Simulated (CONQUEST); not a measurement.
Sc under changes of volume

One of the cells (23.086 Å³/atom); the others are scaled copies at fixed shape and fractional positions:

```
Sc
1.0
     3.19612    0.00000    0.00000
     0.00000    3.19612    0.00000
     0.00000    0.00000    4.52000
Sc
2
Direct
  0.00000 0.00000 0.00000
  0.50000 0.50000 0.50000
```

This isn't the form of Sc at room conditions, which is hcp.

* Program: CONQUEST 1.3
* Functional: PBE
* Potentials or basis: PseudoDojo NC PBE, DZP, grid of 36 × 36 × 48 points
* k mesh: 8 × 8 × 6
* Occupations: fermi-dirac, width 0.05 eV
* Spin: no spin polarisation

```tsv
volume (Å³/atom)	energy over the lowest point (meV/atom)	pressure (GPa)
21.701	79.43	9.0
22.163	?	?
22.625	36.99	5.6
23.086	22.40	4.6
23.548	11.40	3.2
24.010	4.01	2.0
24.472	0.00	0.9
```

What does the run at 22.163 Å³/atom give?

Energy over the lowest point 55.32 meV/atom; pressure 7.8 GPa.

Worked out: A Birch-Murnaghan fit of order 3 (a polynomial in V^(-2/3)) to the other rows has its minimum at 24.87 Å³/atom, just outside them, with B0 = V·E''(V) = 53 GPa and B' = 3.3. It gives 55.97 meV/atom at 22.163 Å³/atom, against the run's 55.32, and -dE/dV = 7.3 GPa, against 7.8.

Energies are extrapolated to zero smearing.

Caveats: the basis of atomic orbitals isn't converged, which shifts pressures, moduli and gaps; the real-space grid breaks the cell's symmetry a little (some runs).
